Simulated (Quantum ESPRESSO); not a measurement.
## TiTe: zone-centre phonons under several settings

```
CELL_PARAMETERS angstrom
0.00000 3.05007 3.05007
3.05007 0.00000 3.05007
3.05007 3.05007 0.00000
ATOMIC_POSITIONS crystal
Ti 0.50000 0.50000 0.50000
Te 0.00000 0.00000 0.00000
```

The cell comes from a database or a generator and needn't be the stable form of this composition.

All runs used Quantum ESPRESSO 7.5; potentials GBRV 1.5 LDA; k mesh 8 × 8 × 8; no spin polarisation; cutoff 612 eV; occupations cold, width 0.2 eV.

```csv
level,geometry,volume (Å³/atom),pressure (GPa),lowest optical mode without the field (cm⁻¹)
LDA,relaxed at 0 GPa,?,0.0,?
LDA,relaxed at 10 GPa,19.29,10.0,243
LDA,relaxed at 25 GPa,17.64,25.0,295
LDA,relaxed at 50 GPa,15.90,50.0,357
LDA,relaxed at 80 GPa,14.54,80.0,416
```

**Question.** What stands in the row left open?

**Answer.** Volume 21.00 Å³/atom; lowest optical mode without the field 195 cm⁻¹.

Caveats: the volume moved by over 15 % at a fixed basis, so the end points are rough; the cell is more than 3 GPa from zero pressure, which shifts response properties (some runs); the mesh is thin for the phonons of a metal (some runs).

For the row left open. Caveat: the volume moved by over 15 % at a fixed basis, so the end points are rough.
